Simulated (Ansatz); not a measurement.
Layered crystal of HfS₂, relaxed:

```
Hf S
1.0
     3.60586    0.00000    0.00000
    -1.80293    3.12277    0.00000
     0.00000    0.00000    5.77039
Hf S
1 2
Direct
  0.00000 0.00000 0.00000
  0.66667 0.33333 0.74761
  0.33333 0.66667 0.25239
```

Method: Ansatz 0.2.0, DFT PBE+D3(BJ), scalar-relativistic, plane waves, PAW. Plane waves to 420 eV, a k mesh through Γ of 12×12×6 on the computed 3-atom cell and Gaussian smearing (0.02 eV); no spin polarisation.

(1) What does it cost to take out one layer and relax it free-standing?

Gaps are read on the k meshes alone.

Spin-orbit coupling is left out, which matters for the bands of heavy elements.

Answers

(1) 24.8 meV/Å² (93 meV/atom). The layer's area changes by +0.7 %. The gap on the mesh goes from 0.85 eV to 1.21 eV. The layer is isolated along c and computed on a 12×12×1 mesh.